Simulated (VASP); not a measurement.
# C7N (Fm-3m) in VASP: further runs

The runs below take C7N through single point, relaxation of cell and atoms, with PBE.

All numbers are computed with VASP 6.6.1; they aren't measurements. Logs are shortened: lines on timing, memory, paths and dates and some standing lists are left out, and cuts for length are marked.

**1. The cell of the first run**

Symmetry: Fm-3m, No. 225, cubic system. The conventional cell has a = 6.189 Å, b = 6.189 Å, c = 6.189 Å, α = 90.00°, β = 90.00°, γ = 90.00°. C (site symmetry mmm) is surrounded by 10 C at 2.19 Å and 2 N at 2.19 Å. C (site symmetry m-3m) has 12 C at 2.19 Å as nearest neighbours. N (site symmetry m-3m) has 12 C at 2.19 Å as nearest neighbours.

The cell was built by a generator and needn't be a form met in nature.

**2. Single point, PBE (species swapped into the Zn7Tc type (Fm-3m, No. 225))**

The input, INCAR:

```
PREC     = Accurate       # precision mode
ENCUT    = 520            # plane-wave cutoff, eV
EDIFF    = 1E-6           # SCF threshold, eV
ISMEAR   = 0              # smearing method
SIGMA    = 0.1            # smearing width, eV
LREAL    = False          # projectors in reciprocal space
LASPH    = True           # aspherical terms in the spheres
NELM     = 80             # most SCF steps
ALGO     = Normal         # electronic algorithm
ISIF     = 2              # what is computed and relaxed
LWAVE    = False          # write WAVECAR
LCHARG   = False          # write CHGCAR
GGA      = PE             # functional
NBANDS   = 26             # bands
```

The input, KPOINTS:

```
Automatic mesh
0
Gamma
  10 10 10
```

The input, POSCAR:

```
C7N
1.0
    0.0000000000      3.0945351090      3.0945351090
    3.0945351090      0.0000000000      3.0945351090
    3.0945351090      3.0945351090      0.0000000000
C N
7 1
Direct
    0.5000000000      0.0000000000      0.0000000000
    0.0000000000      0.5000000000      0.5000000000
    0.0000000000      0.5000000000      0.0000000000
    0.5000000000      0.0000000000      0.5000000000
    0.0000000000      0.0000000000      0.5000000000
    0.5000000000      0.5000000000      0.0000000000
    0.5000000000      0.5000000000      0.5000000000
    0.0000000000      0.0000000000      0.0000000000
```

Potentials or basis: VASP PAW PBE potentials, release 64 (C, N).

Command:

```
$ cat potpaw_PBE.64/C/POTCAR potpaw_PBE.64/N/POTCAR > POTCAR
$ mpirun -np 1 vasp_std > vasp.out
```

OUTCAR:

```text
PREC = Accurate
   ENCUT = 520
   EDIFF = 1E-6
   ISMEAR = 0
   LREAL = False
   LASPH = True
   NELM = 80
   ISIF = 2
   GGA = PE

 ion  position               nearest neighbor table
   1  0.500  0.000  0.000-
   2  0.000  0.500  0.500-
   3  0.000  0.500  0.000-
   4  0.500  0.000  0.500-
   5  0.000  0.000  0.500-
   6  0.500  0.500  0.000-
   7  0.500  0.500  0.500-
   8  0.000  0.000  0.000-

  LATTYP: Found a face centered cubic cell.
 ALAT       =     6.1890702180

  Lattice vectors:

 A1 = (   0.0000000000,   3.0945351090,   3.0945351090)
 A2 = (   3.0945351090,   0.0000000000,   3.0945351090)
 A3 = (   3.0945351090,   3.0945351090,   0.0000000000)

Analysis of symmetry for initial positions (statically):
=====================================================================
 Subroutine PRICEL returns:
 Original cell was already a primitive cell.

 Routine SETGRP: Setting up the symmetry group for a
 face centered cubic supercell.

 Subroutine GETGRP returns: Found 48 space group operations
 (whereof 48 operations were pure point group operations)
 out of a pool of 48 trial point group operations.

The static configuration has the point symmetry O_h .

Analysis of symmetry for dynamics (positions and initial velocities):
=====================================================================
 Subroutine PRICEL returns:
 Original cell was already a primitive cell.

 Routine SETGRP: Setting up the symmetry group for a
 face centered cubic supercell.

 Subroutine GETGRP returns: Found 48 space group operations
 (whereof 48 operations were pure point group operations)
 out of a pool of 48 trial point group operations.

The dynamic configuration has the point symmetry O_h .

 Subroutine INISYM returns: Found 48 space group operations
 (whereof 48 operations are pure point group operations),
 and found     1 'primitive' translations

----------------------------------------------------------------------------------------

                                     Primitive cell

  volume of cell :      59.2674

  direct lattice vectors                    reciprocal lattice vectors
     0.000000000  3.094535109  3.094535109    -0.161575158  0.161575158  0.161575158
     3.094535109  0.000000000  3.094535109     0.161575158 -0.161575158  0.161575158
     3.094535109  3.094535109  0.000000000     0.161575158  0.161575158 -0.161575158

  length of vectors
     4.376333520  4.376333520  4.376333520     0.279856383  0.279856383  0.279856383

  position of ions in fractional coordinates (direct lattice)
     0.500000000  0.000000000  0.000000000
     0.000000000  0.500000000  0.500000000
     0.000000000  0.500000000  0.000000000
     0.500000000  0.000000000  0.500000000
     0.000000000  0.000000000  0.500000000
     0.500000000  0.500000000  0.000000000
     0.500000000  0.500000000  0.500000000
     0.000000000  0.000000000  0.000000000

  ion indices of the primitive-cell ions
   primitive index   ion index
                 1           1
                 2           2
                 3           3
                 4           4
                 5           5
                 6           6
                 7           7
                 8           8

----------------------------------------------------------------------------------------

 KPOINTS: Automatic mesh

Automatic generation of k-mesh.
 Grid dimensions read from file:
 generate k-points for:   10   10   10

 Generating k-lattice:

  Cartesian coordinates                     Fractional coordinates (reciprocal lattice)
    -0.016157516  0.016157516  0.016157516     0.100000000  0.000000000  0.000000000
     0.016157516 -0.016157516  0.016157516     0.000000000  0.100000000  0.000000000
     0.016157516  0.016157516 -0.016157516     0.000000000  0.000000000  0.100000000

  Length of vectors
     0.027985638  0.027985638  0.027985638

  Shift w.r.t. Gamma in fractional coordinates (k-lattice)
     0.000000000  0.000000000  0.000000000

 Subroutine IBZKPT returns following result:
 ===========================================

 Found     47 irreducible k-points:

 Following reciprocal coordinates:
            Coordinates               Weight
  0.000000  0.000000  0.000000      1.000000
  0.100000  0.000000  0.000000      8.000000
  0.200000  0.000000  0.000000      8.000000
  0.300000  0.000000  0.000000      8.000000
  0.400000  0.000000  0.000000      8.000000
  0.500000  0.000000  0.000000      4.000000
[... 16 lines left out ...]
  0.300000  0.300000  0.000000      6.000000
  0.400000  0.300000  0.000000     24.000000
 [... further k-points ...]
   k-points           NKPTS =     47   k-points in BZ     NKDIM =     47   number of bands    NBANDS=     26
   number of dos      NEDOS =    301   number of ions     NIONS =      8
   total plane-waves  NPLWV =  46656
   dimension x,y,z NGX =    36 NGY =   36 NGZ =   36
   dimension x,y,z NGXF=    72 NGYF=   72 NGZF=   72
   ions per type =               7   1
   NGX,Y,Z   is equivalent  to a cutoff of  13.68, 13.68, 13.68 a.u.
   NGXF,Y,Z  is equivalent  to a cutoff of  27.35, 27.35, 27.35 a.u.
 SYSTEM =  unknown system
   PREC   = accura    normal or accurate (medium, high low for compatibility)
   ISTART =      0    job   : 0-new  1-cont  2-samecut
   ICHARG =      2    charge: 1-file 2-atom 10-const
   ISPIN  =      1    spin polarized calculation?
   LNONCOLLINEAR =      F non collinear calculations
   LSORBIT =      F    spin-orbit coupling
   LASPH  =      T    aspherical Exc in radial PAW
   ENCUT  =  520.0 eV  38.22 Ry    6.18 a.u.   8.14  8.14  8.14*2*pi/ulx,y,z
   NELM   =     80;   NELMIN=  2; NELMDL= -5     # of ELM steps
   EDIFF  = 0.1E-05   stopping-criterion for ELM
   LREAL  =      F    real-space projection
[... 7 lines left out ...]
   TEBEG  =    0.0;   TEEND  =   0.0 temperature during run
   PSTRESS=    0.0 pullay stress
   NELECT =      33.0000    total number of electrons
   NUPDOWN=      -1.0000    fix difference up-down
   EMIN   =  10.00;   EMAX   =-10.00  energy-range for DOS
   EFERMI =   0.00;   METHOD = LEGACY
   ISMEAR =     0;   SIGMA  =   0.10  broadening in eV -4-tet -1-fermi 0-gaus
   EFERMI_NEDOS =   21; number of points for ismear=-14 and -15
   IALGO  =     38    algorithm
   IMIX   =      4    mixing-type and parameters
     AMIX     =   0.40;   BMIX     =  1.00
     AMIX_MAG =   1.60;   BMIX_MAG =  1.00
  volume/ion in A,a.u.               =       7.41        49.99
  Fermi-wavevector in a.u.,A,eV,Ry     =   1.346813  2.545108 24.679690  1.813906
  Thomas-Fermi vector in A             =   2.474615
   LORBIT       =      0    0 simple, 1 ext, 2 COOP (PROOUT), +10 PAW based schemes
   GGA     = PE    functional components
   LHFCALC =     F    Hartree Fock is set to
   AEXX    =    0.0000 exact exchange contribution
   IVDW    =     0    specifies the selected vdW correction
   LEPSILON=     F    determine dielectric tensor
   LRPA    =     F    only Hartree local field effects (RPA)
 non-spin polarized calculation
 Gauss-broadening in eV      SIGMA  =   0.10
  energy-cutoff  :      520.00
  volume of cell :       59.27
 maximum number of plane-waves:      1639
 NGX is ok and might be reduce to    36
   NGX = 17   NGY = 17   NGZ = 17

 number of electron      33.0000000 magnetization

 Free energy of the ion-electron system (eV)
  ---------------------------------------------------
  ext. energy  EPLUGINS =         0.00000000
  ---------------------------------------------------
  free energy    TOTEN  =       -36.68756119 eV

  energy without entropy =      -36.67646919  energy(sigma->0) =      -36.68201519

 E-fermi :   7.2309     XC(G=0): -12.6303

 val. band max:        7.2036722052   @ k =  -0.3000   0.1000   0.0000
 cond. band min:       7.2873041141   @ k =  -0.4000   0.4000   0.2000
 fundamental gap:      0.0836319090
 Fermi energy:         7.2308971545

 k-point     1 :       0.0000    0.0000    0.0000
  band No.  band energies     occupation
      1     -11.7245      2.00000
      2      -5.1747      2.00000
      3      -2.0867      2.00000
      4      -2.0867      2.00000
      5      -2.0867      2.00000
      6      -1.2724      2.00000
[... 18 lines left out ...]
     25      13.4049      0.00000
     26      13.4225      0.00000

 k-point     2 :       0.1000    0.0000    0.0000
  band No.  band energies     occupation
      1     -11.6305      2.00000
      2      -5.3808      2.00000
      3      -3.1884      2.00000
      4      -2.3286      2.00000
      5      -2.3286      2.00000
      6      -1.1244      2.00000
[... 18 lines left out ...]
     25      13.2263      0.00000
     26      13.2801      0.00000

 k-point     3 :       0.2000    0.0000    0.0000
  band No.  band energies     occupation
      1     -11.3504      2.00000
      2      -6.0789      2.00000
      3      -4.1021      2.00000
      4      -2.6184      2.00000
      5      -2.6184      2.00000
      6      -1.4501      2.00000
[... 18 lines left out ...]
     25      12.5002      0.00000
     26      12.5373      0.00000

 k-point     4 :       0.3000    0.0000    0.0000
  band No.  band energies     occupation
      1     -10.8925      2.00000
      2      -7.1359      2.00000
      3      -4.5117      2.00000
      4      -2.7615      2.00000
      5      -2.7615      2.00000
      6      -2.0180      2.00000
[... 18 lines left out ...]
     25      11.8203      0.00000
     26      11.8278      0.00000

 k-point     5 :       0.4000    0.0000    0.0000
  band No.  band energies     occupation
      1     -10.2883      2.00000
      2      -8.1886      2.00000
      3      -4.6787      2.00000
      4      -2.7324      2.00000
      5      -2.7324      2.00000
      6      -2.3963      2.00000
[... 18 lines left out ...]
     25      10.6544      0.00000
     26      11.3987      0.00000

 k-point     6 :       0.5000    0.0000    0.0000
  band No.  band energies     occupation
      1      -9.8222      2.00000
      2      -8.8136      2.00000
      3      -4.7249      2.00000
      4      -2.5415      2.00000
      5      -2.5415      2.00000
      6      -2.5276      2.00000
[... 427 lines left out ...]
 k-point    21 :      -0.3000    0.2000    0.0000
  band No.  band energies     occupation
      1     -10.1904      2.00000
      2      -7.6153      2.00000
      3      -6.1225      2.00000
      4      -4.1016      2.00000
      5      -3.2590      2.00000
      6      -1.8135      2.00000
[... 18 lines left out ...]
     25      11.1449      0.00000
     26      11.1784      0.00000

 k-point    22 :      -0.2000    0.2000    0.0000
  band No.  band energies     occupation
      1     -10.7405      2.00000
      2      -6.8439      2.00000
      3      -5.6966      2.00000
      4      -3.6532      2.00000
      5      -2.6295      2.00000
      6      -1.9172      2.00000
[... 18 lines left out ...]
     25      11.6131      0.00000
     26      12.4356      0.00000

 k-point    23 :       0.3000    0.3000    0.0000
  band No.  band energies     occupation
      1     -10.6185      2.00000
      2      -6.5221      2.00000
      3      -4.8151      2.00000
      4      -4.3178      2.00000
      5      -4.3178      2.00000
      6      -4.3130      2.00000
[... 18 lines left out ...]
     25      10.5844      0.00000
     26      12.3913      0.00000

 k-point    24 :       0.4000    0.3000    0.0000
  band No.  band energies     occupation
      1     -10.1810      2.00000
      2      -6.9922      2.00000
      3      -5.7421      2.00000
      4      -4.9681      2.00000
      5      -4.4750      2.00000
      6      -3.4624      2.00000
[... 18 lines left out ...]
     25      10.4635      0.00000
     26      11.9323      0.00000

 [... further k-points ...]

------------------------ aborting loop because EDIFF is reached ----------------------------------------

  FORCE on cell =-STRESS in cart. coord.  units (eV):
  Direction    XX          YY          ZZ          XY          YZ          ZX
  --------------------------------------------------------------------------------------
  -------------------------------------------------------------------------------------
  Total        0.0128812      0.0128812      0.0128812      0.0000000     -0.0000000      0.0000000
  in kB        0.3482163      0.3482163      0.3482163      0.0000000     -0.0000000      0.0000000
  external PRESSURE =       0.3482163 kB  Pullay stress =       0.0000000 kB

 VOLUME and BASIS-vectors are now :
 -----------------------------------------------------------------------------
  energy-cutoff  :      520.00
  volume of cell :       59.27
      direct lattice vectors                 reciprocal lattice vectors
     0.000000000  3.094535109  3.094535109    -0.161575158  0.161575158  0.161575158
     3.094535109  0.000000000  3.094535109     0.161575158 -0.161575158  0.161575158
     3.094535109  3.094535109  0.000000000     0.161575158  0.161575158 -0.161575158

 POSITION                                       TOTAL-FORCE (eV/Angst)
 -----------------------------------------------------------------------------------
      0.00000      1.54727      1.54727         0.000000     -0.000000      0.000000
      3.09454      1.54727      1.54727        -0.000000      0.000000      0.000000
      1.54727      0.00000      1.54727         0.000000     -0.000000      0.000000
      1.54727      3.09454      1.54727         0.000000      0.000000     -0.000000
      1.54727      1.54727      0.00000         0.000000     -0.000000     -0.000000
      1.54727      1.54727      3.09454         0.000000     -0.000000      0.000000
      3.09454      3.09454      3.09454         0.000000     -0.000000      0.000000
      0.00000      0.00000      0.00000         0.000000     -0.000000      0.000000
 -----------------------------------------------------------------------------------
    total drift:                                0.000000      0.000000      0.000000

  FREE ENERGIE OF THE ION-ELECTRON SYSTEM (eV)
  ---------------------------------------------------
  free  energy   TOTEN  =       -36.6875611883 eV

  energy  without entropy=      -36.6764691920  energy(sigma->0) =      -36.68201519
```

It took 1.8 min on 1 thread of Intel Xeon Platinum 8375C at 2.90GHz (Ice Lake), shared host; peak memory 0.21 GiB.

Results:

```
Free energy            : -36.6876 eV
Pressure               : 0.0 GPa
Band gap on the k mesh : none (metal or under the smearing width)
```

**3. Relaxation of cell and atoms, PBE (species swapped into the Zn7Tc type (Fm-3m, No. 225))**

The input, INCAR:

```
SYSTEM = C7N
  PREC = Accurate
  ENCUT = 600
  EDIFF = 1E-6
  ISMEAR = 0
  SIGMA = 0.1
  LREAL = .False.
  LASPH = .True.
  NELM = 100
  ALGO = Normal
  ISIF = 3
  LWAVE = .False.
  LCHARG = .False.
  GGA = PE
  IBRION = 2
  NSW = 100
  EDIFFG = -0.01
```

The input, KPOINTS:

```
Automatic mesh
0
Gamma
  10 10 10
  0 0 0
```

POSCAR: that of step 2 with these lines changed.

```diff
@@ -2,5 +2,5 @@
 1.0
-    0.0000000000      3.0945351090      3.0945351090
-    3.0945351090      0.0000000000      3.0945351090
-    3.0945351090      3.0945351090      0.0000000000
+    0.0000000000      3.0937368820      3.0937368820
+    3.0937368820      0.0000000000      3.0937368820
+    3.0937368820      3.0937368820      0.0000000000
 C N
```

Potentials or basis: VASP PAW PBE potentials, release 64 (C, N).

Command:

```
$ cat potpaw_PBE.64/C/POTCAR potpaw_PBE.64/N/POTCAR > POTCAR
$ mpirun -np 1 vasp_std > vasp.out
```

Wall time 2.1 min (1 thread of Intel Xeon Platinum 8375C at 2.90GHz (Ice Lake), shared host); peak memory 0.21 GiB.

It converged, with:

| Quantity | Value |
| --- | --- |
| Free energy | -36.6893 eV |
| Pressure after relaxing | 0.0 GPa |

Final structure:
```
C N
1.0
     0.00000    3.09374    3.09374
     3.09374    0.00000    3.09374
     3.09374    3.09374    0.00000
C N
7 1
Direct
  0.50000 0.00000 0.00000
  0.00000 0.50000 0.50000
  0.00000 0.50000 0.00000
  0.50000 0.00000 0.50000
  0.00000 0.00000 0.50000
  0.50000 0.50000 0.00000
  0.50000 0.50000 0.50000
  0.00000 0.00000 0.00000
```

Levels at points of the mesh, in eV from the Fermi level:
| k point | band 14 | band 15 | band 16 | band 17 | band 18 | band 19 |
| --- | --- | --- | --- | --- | --- | --- |
| (0.00, 0.00, 0.00) | -5.48 | -5.48 | 1.38 | 1.38 | 1.38 | 2.29 |
| (0.50, 0.00, 0.00) | -3.74 | -0.20 | 0.58 | 1.27 | 1.27 | 1.47 |
| (0.50, 0.50, 0.00) | -1.27 | -0.75 | -0.75 | -0.43 | -0.41 | -0.37 |

Caveat: the relaxation stopped at its first step, so nothing moved; the bands computed are all filled at some k points, so no gap is given.

(Part 1 of 2 ends here.)
